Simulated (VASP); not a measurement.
# Ta: Hubbard U by linear response

Ta, Im-3m (no. 229), 27 atoms in the cell. PBE, linear-response Hubbard U; PAW potentials Ta_pv (PBE set).

Shifted element: Ta; Shifted shell (l): 2; Cell repeated: 3 × 3 × 3; Shifts (eV): -0.2, -0.1, 0.1, 0.2.

## Input

INCAR.step1:
```
PREC = Accurate ; ENCUT = 450
EDIFF = 1E-7 ; NELM = 200
ALGO = Normal ; ISMEAR = 1
SIGMA = 0.1 ; LREAL = False
LASPH = True ; LMAXMIX = 4
LORBIT = 11 ; LWAVE = True
LCHARG = True ; GGA = PE
ISPIN = 2 ; MAGMOM = 0 0 0 0 0 0 0 0 0 0 0 0 0 0 0 0 0 0 0 0 0 0 0 0 0 0 0
AMIX = 0.2 ; BMIX = 1E-4
AMIX_MAG = 0.8 ; BMIX_MAG = 1E-4
```

INCAR.step2, as INCAR.step1 but for:
```
- LWAVE = True
- LCHARG = True
+ LWAVE = False
+ LCHARG = False
+ LDAU = True
+ LDAUTYPE = 3
+ LDAUL = 2 -1
+ LDAUU = -0.2 0
+ LDAUJ = -0.2 0
+ LDAUPRINT = 1
+ ISTART = 1
+ ICHARG = 11
```

INCAR.step3, as INCAR.step2 but for:
```
- ICHARG = 11
+ ICHARG = 1
```

INCAR.step4, as INCAR.step3 but for:
```
- LDAUU = -0.2 0
- LDAUJ = -0.2 0
- ICHARG = 1
+ LDAUU = -0.1 0
+ LDAUJ = -0.1 0
+ ICHARG = 11
```

INCAR.step5, as INCAR.step4 but for:
```
- ICHARG = 11
+ ICHARG = 1
```

INCAR.step6, as INCAR.step5 but for:
```
- LDAUU = -0.1 0
- LDAUJ = -0.1 0
- ICHARG = 1
+ LDAUU = 0.1 0
+ LDAUJ = 0.1 0
+ ICHARG = 11
```

INCAR.step7, as INCAR.step6 but for:
```
- ICHARG = 11
+ ICHARG = 1
```

INCAR.step8, as INCAR.step7 but for:
```
- LDAUU = 0.1 0
- LDAUJ = 0.1 0
- ICHARG = 1
+ LDAUU = 0.2 0
+ LDAUJ = 0.2 0
+ ICHARG = 11
```

INCAR.step9, as INCAR.step8 but for:
```
- ICHARG = 11
+ ICHARG = 1
```

KPOINTS:
```
k-points
0
Gamma
  4 4 4
```

POSCAR:
```
Ta
1.0
   -4.9538400000      4.9538400000      4.9538400000
    4.9538400000     -4.9538400000      4.9538400000
    4.9538400000      4.9538400000     -4.9538400000
Ta Ta
1 26
Direct
    0.0000000000      0.0000000000      0.0000000000
    0.0000000000      0.0000000000      0.3333333333
    0.0000000000      0.0000000000      0.6666666667
    0.0000000000      0.3333333333      0.0000000000
    0.0000000000      0.3333333333      0.3333333333
    0.0000000000      0.3333333333      0.6666666667
    0.0000000000      0.6666666667      0.0000000000
    0.0000000000      0.6666666667      0.3333333333
    0.0000000000      0.6666666667      0.6666666667
    0.3333333333      0.0000000000      0.0000000000
    0.3333333333      0.0000000000      0.3333333333
    0.3333333333      0.0000000000      0.6666666667
    0.3333333333      0.3333333333      0.0000000000
    0.3333333333      0.3333333333      0.3333333333
    0.3333333333      0.3333333333      0.6666666667
    0.3333333333      0.6666666667      0.0000000000
    0.3333333333      0.6666666667      0.3333333333
    0.3333333333      0.6666666667      0.6666666667
    0.6666666667      0.0000000000      0.0000000000
    0.6666666667      0.0000000000      0.3333333333
    0.6666666667      0.0000000000      0.6666666667
    0.6666666667      0.3333333333      0.0000000000
    0.6666666667      0.3333333333      0.3333333333
    0.6666666667      0.3333333333      0.6666666667
    0.6666666667      0.6666666667      0.0000000000
    0.6666666667      0.6666666667      0.3333333333
    0.6666666667      0.6666666667      0.6666666667
```

Commands (each step's output is kept before the next begins):
```
cat potpaw_PBE.64/Ta_pv/POTCAR potpaw_PBE.64/Ta_pv/POTCAR > POTCAR
cp INCAR.step1 INCAR
mpirun -np 8 vasp_std > vasp.out
cp CHGCAR CHGCAR.0
cp WAVECAR WAVECAR.0
cp INCAR.step2 INCAR
mpirun -np 8 vasp_std > vasp.out
cp CHGCAR.0 CHGCAR
cp WAVECAR.0 WAVECAR
cp INCAR.step3 INCAR
mpirun -np 8 vasp_std > vasp.out
cp CHGCAR.0 CHGCAR
cp WAVECAR.0 WAVECAR
cp INCAR.step4 INCAR
mpirun -np 8 vasp_std > vasp.out
cp CHGCAR.0 CHGCAR
cp WAVECAR.0 WAVECAR
cp INCAR.step5 INCAR
mpirun -np 8 vasp_std > vasp.out
cp CHGCAR.0 CHGCAR
cp WAVECAR.0 WAVECAR
cp INCAR.step6 INCAR
mpirun -np 8 vasp_std > vasp.out
cp CHGCAR.0 CHGCAR
cp WAVECAR.0 WAVECAR
cp INCAR.step7 INCAR
mpirun -np 8 vasp_std > vasp.out
cp CHGCAR.0 CHGCAR
cp WAVECAR.0 WAVECAR
cp INCAR.step8 INCAR
mpirun -np 8 vasp_std > vasp.out
cp CHGCAR.0 CHGCAR
cp WAVECAR.0 WAVECAR
cp INCAR.step9 INCAR
mpirun -np 8 vasp_std > vasp.out
```

## Result

- U (eV): 3.6
- Bare response (electrons/eV): 0.680
- Relaxed response (electrons/eV): 0.197

Electrons in the shifted shell, density kept fixed:

| Shift (eV) | Electrons |
|---|---|
| -0.20 | 2.276 |
| -0.10 | 2.343 |
| 0.00 | 2.410 |
| 0.10 | 2.479 |
| 0.20 | 2.548 |

Electrons in the shifted shell, density relaxed:

| Shift (eV) | Electrons |
|---|---|
| -0.20 | 2.371 |
| -0.10 | 2.391 |
| 0.00 | 2.410 |
| 0.10 | 2.430 |
| 0.20 | 2.450 |

Limits: The slopes are limited by the printed digits (0.001 electrons) and by how far each density was converged.

VASP 6.6.1 took 1152 s on 8 cores (Intel Xeon 6975P-C (Granite Rapids)), a shared host.
